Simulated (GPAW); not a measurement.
Si2Ni:

```
Ni Si
1.0
     0.00000    2.70300    2.70300
     2.70300    0.00000    2.70300
     2.70300    2.70300    0.00000
Ni Si
1 2
Cartesian
  0.0000 0.0000 0.0000
  4.0545 4.0545 4.0545
  1.3515 1.3515 1.3515
```

- Program: GPAW 26.7.0
- Task: relaxation of cell and atoms
- Functional: revPBE
- Dispersion: D3(BJ)
- Potentials or basis: the program's PAW data sets (release 1.2.1) made for this functional
- Cutoff: 600 eV
- Basis: pw
- k mesh: 9 × 9 × 9
- Occupations: fermi-dirac, width 0.05 eV
- Spin: collinear spin, ferromagnetic start
- Starting moments: [1.0, 0.0, 0.0] μB

At the start: pressure -3.7 GPa; volume 13.17 Å³/atom.

**Question.** How do energy, volume and symmetry change on relaxing?

**Answer.** Over 3 steps the energy falls by 3.5 meV/atom and the volume is 12.84 Å³/atom (-2.5 %); space group Fm-3m (No. 225, to 0.05 Å); moment 0.00 μB per cell.

The path:
| step | energy change (eV) | largest force (eV/Å) | pressure (GPa) | volume (Å³) |
| --- | --- | --- | --- | --- |
| 1 | 0.0000 | 0.0000 | -3.68 | 39.50 |
| 2 | -0.0035 | 0.0000 | -3.05 | 39.33 |
| 3 | -0.0106 | 0.0000 | 0.09 | 38.53 |

Final structure:
```yaml
crystal:
  lattice:
    - [0.00000, 2.68069, 2.68069]
    - [2.68069, 0.00000, 2.68069]
    - [2.68069, 2.68069, 0.00000]
  atoms:
    - { symbol: Ni, position: [0.00000, 0.00000, 0.00000] }
    - { symbol: Si, position: [0.75000, 0.75000, 0.75000] }
    - { symbol: Si, position: [0.25000, 0.25000, 0.25000] }
```

Caveat: each step starts from the last one's moments, so a moment once lost doesn't come back; the stock nickel data set gives pressures a few GPa off other programs; later steps reuse the first step's grids; pairwise dispersion overbinds metals, which lowers pressure and volume.
